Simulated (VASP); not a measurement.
WC:

```
W C
1.0
     0.00000    2.88680    2.88680
     2.88680    0.00000    2.88680
     2.88680    2.88680    0.00000
W C
2 2
Direct
  0.50000 0.50000 0.50000
  0.75000 0.75000 0.75000
  0.00000 0.00000 0.00000
  0.25000 0.25000 0.25000
```

The cell was built by a generator and needn't be a form met in nature.

Base run:

| Item | Value |
| --- | --- |
| Program | VASP 6.6.1 |
| Functional | SCAN |
| Potentials or basis | VASP PAW PBE potentials, release 64 (W_sv, C) |
| Cutoff | 520 eV |
| k mesh | 6 × 6 × 6 |
| Occupations | fermi-dirac, width 0.05 eV |
| Spin | no spin polarisation |

Its results: pressure -5.6 GPa.

Q: The run is repeated on the same cell with these changes: functional from SCAN to TPSS. What comes out?

A: Pressure 0.4 GPa.

Caveats: the PAW data sets were made with another functional, which shifts forces and pressure a little.
